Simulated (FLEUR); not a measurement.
The system is CdSe (Cadmoselite).

```
Cd Se
1.0
     4.30000    0.00000    0.00000
    -2.15000    3.72391    0.00000
     0.00000    0.00000    7.02000
Cd Se
2 2
Direct
  0.66667 0.33333 0.50000
  0.33333 0.66667 0.00000
  0.66667 0.33333 0.88500
  0.33333 0.66667 0.38500
```

Base run:

- Program: FLEUR MaX-R8.1 (later development tree)
- Functional: LDA (Wigner correlation)
- Potentials or basis: all-electron
- Basis: FLAPW
- Kmax: 4.67 1/bohr
- k mesh: 7 × 7 × 4
- Occupations: fermi-dirac, width 0.05 eV
- Spin: no spin polarisation

Its results: band gap on the k mesh 0.36 eV, direct.

**Question.** The run is repeated on the same cell with these changes: functional from LDA (Wigner correlation) to PW91. What comes out?

**Answer.** Band gap on the k mesh 0.66 eV, direct.
